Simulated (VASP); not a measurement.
Method: SCAN meta-GGA, VASP's PBE PAW potentials (set 64) (plane waves; VASP 6.6.1).

VASP ran on this input.

### INCAR
```
# general
SYSTEM  = LaAlO3
PREC    = Accurate
ENCUT   = 520
LREAL   = .FALSE.   # projection in real space or not
LASPH   = .TRUE.   # aspherical one-centre terms

# electronic loop
EDIFF   = 1E-7
NELM    = 100   # most electronic steps
ALGO    = Normal
LMAXMIX = 6   # l cut-off of mixed one-centre charges
LMIXTAU = .TRUE.

# smearing
ISMEAR  = 0
SIGMA   = 0.05

# functional
METAGGA = SCAN

# ions
ISIF    = 2

# output
LWAVE   = .FALSE.
LCHARG  = .FALSE.
```

**KPOINTS**
```
kpoints
0
Gamma
 6 6 6
```

POSCAR:
```
LaAlO3
3.740570
  1.0000000294   0.0000000000   0.0000000000
  0.0000000000   1.0000000294   0.0000000000
  0.0000000000   0.0000000000   1.0000000294
La Al O
1 1 3
Direct
  0.0000000000   0.0000000000   0.0000000000
  0.5000000000   0.5000000000   0.5000000000
  0.5000000000   0.0000000000   0.5000000000
  0.0000000000   0.5000000000   0.5000000000
  0.5000000000   0.5000000000   0.0000000000
```

POTCAR, in this order: La Al O (PBE.64 set). Program: vasp_std.

Output of the run:

**OUTCAR**
```
 ion  position               nearest neighbor table
   1  0.000  0.000  0.000-   3 2.64   4 2.64   5 2.64   3 2.64   4 2.64   4 2.64   5 2.64   4 2.64
                             3 2.64   5 2.64   3 2.64   5 2.64   2 3.24   2 3.24   2 3.24   2 3.24
   2  0.500  0.500  0.500-   3 1.87   4 1.87   5 1.87   5 1.87   3 1.87   4 1.87   1 3.24   1 3.24
                             1 3.24   1 3.24   1 3.24   1 3.24   1 3.24   1 3.24
   3  0.500  0.000  0.500-   2 1.87   2 1.87   1 2.64   1 2.64   1 2.64   1 2.64
   4  0.000  0.500  0.500-   2 1.87   2 1.87   1 2.64   1 2.64   1 2.64   1 2.64
   5  0.500  0.500  0.000-   2 1.87   2 1.87   1 2.64   1 2.64   1 2.64   1 2.64
  LATTYP: Found a simple cubic cell.
 ALAT       =     3.7405701099
 Subroutine PRICEL returns:
 Original cell was already a primitive cell.
 Subroutine GETGRP returns: Found 48 space group operations
The static configuration has the point symmetry O_h .
The dynamic configuration has the point symmetry O_h .
 Subroutine INISYM returns: Found 48 space group operations
 Subroutine IBZKPT returns following result:
 Found     20 irreducible k-points:

 Following reciprocal coordinates:
            Coordinates               Weight
  0.000000  0.000000  0.000000      1.000000
  0.166667  0.000000  0.000000      6.000000
  0.333333  0.000000  0.000000      6.000000
  0.500000  0.000000  0.000000      3.000000
...
```

File OSZICAR:
```
       N       E                     dE             d eps       ncg     rms          rms(c)
DAV:   1     0.258627805804E+03    0.25863E+03   -0.14692E+04   880   0.249E+03
DAV:   2    -0.250078975954E+02   -0.28364E+03   -0.26305E+03   984   0.391E+02
DAV:   3    -0.969640337198E+02   -0.71956E+02   -0.69965E+02  1220   0.208E+02
DAV:   4    -0.102081950228E+03   -0.51179E+01   -0.46866E+01  1272   0.508E+01
DAV:   5    -0.102389906288E+03   -0.30796E+00   -0.30769E+00  1224   0.106E+01    0.128E+01
DAV:   6    -0.858448888797E+02    0.16545E+02   -0.17366E+01  1172   0.249E+01    0.479E+00
DAV:   7    -0.880056994430E+02   -0.21608E+01   -0.61077E+00  1272   0.284E+01    0.301E+00
DAV:   8    -0.886935097259E+02   -0.68781E+00   -0.19235E+00  1152   0.162E+01    0.148E+00
DAV:   9    -0.875994538307E+02    0.10941E+01   -0.92120E-01  1124   0.944E+00    0.499E-01
DAV:  10    -0.879176513908E+02   -0.31820E+00   -0.18797E-01  1376   0.459E+00    0.228E-01
DAV:  11    -0.879526322097E+02   -0.34981E-01   -0.33346E-02  1460   0.138E+00    0.199E-01
DAV:  12    -0.879532528744E+02   -0.62066E-03   -0.35134E-03  1268   0.471E-01    0.171E-01
DAV:  13    -0.879460152289E+02    0.72376E-02   -0.63072E-03  1396   0.995E-01    0.155E-01
DAV:  14    -0.879530815748E+02   -0.70663E-02   -0.64418E-03  1268   0.111E+00    0.395E-02
DAV:  15    -0.879531872223E+02   -0.10565E-03   -0.63427E-04  1272   0.261E-01    0.273E-02
DAV:  16    -0.879531862471E+02    0.97518E-06   -0.53175E-05  1192   0.721E-02    0.232E-02
DAV:  17    -0.879532171662E+02   -0.30919E-04   -0.80946E-05  1432   0.873E-02    0.110E-02
DAV:  18    -0.879532275006E+02   -0.10334E-04   -0.16803E-05  1332   0.375E-02    0.429E-03
DAV:  19    -0.879532306517E+02   -0.31511E-05   -0.34235E-06  1312   0.182E-02    0.346E-03
DAV:  20    -0.879532309001E+02   -0.24835E-06   -0.18371E-06  1152   0.187E-02    0.175E-03
DAV:  21    -0.879532309174E+02   -0.17314E-07   -0.27696E-07   840   0.603E-03
   1 F= -.87953231E+02 E0= -.87953231E+02  d E =-.351246E-15
```

### OUTCAR
```
------------------------ aborting loop because EDIFF is reached ----------------------------------------
  FORCE on cell =-STRESS in cart. coord.  units (eV):
  Direction    XX          YY          ZZ          XY          YZ          ZX
  --------------------------------------------------------------------------------------
  Total        2.2833534      2.2833534      2.2833534     -0.0000000     -0.0000000      0.0000000
  in kB       69.8988960     69.8988960     69.8988960     -0.0000000     -0.0000000      0.0000000
  external PRESSURE =      69.8988960 kB  Pullay stress =       0.0000000 kB
  volume of cell :       52.34
      direct lattice vectors                 reciprocal lattice vectors
     3.740570110  0.000000000  0.000000000     0.267338927  0.000000000  0.000000000
     0.000000000  3.740570110  0.000000000     0.000000000  0.267338927  0.000000000
     0.000000000  0.000000000  3.740570110     0.000000000  0.000000000  0.267338927
 POSITION                                       TOTAL-FORCE (eV/Angst)
 -----------------------------------------------------------------------------------
      0.00000      0.00000      0.00000         0.000000      0.000000      0.000000
      1.87029      1.87029      1.87029         0.000000      0.000000      0.000000
      1.87029      0.00000      1.87029         0.000000      0.000000      0.000000
      0.00000      1.87029      1.87029         0.000000      0.000000      0.000000
      1.87029      1.87029      0.00000         0.000000      0.000000      0.000000
 -----------------------------------------------------------------------------------
    total drift:                               -0.000000     -0.000000      0.000000
  FREE ENERGIE OF THE ION-ELECTRON SYSTEM (eV)
  ---------------------------------------------------
  free  energy   TOTEN  =       -87.9532309174 eV

  energy  without entropy=      -87.9532309174  energy(sigma->0) =      -87.95323092
```
(Selected blocks of OUTCAR.)

The compound is LaAlO3 in the cubic perovskite structure, the ideal cubic form; the compound distorts at low or room temperature. This cell is one point of a volume scan, at 0.97 of the reference volume.
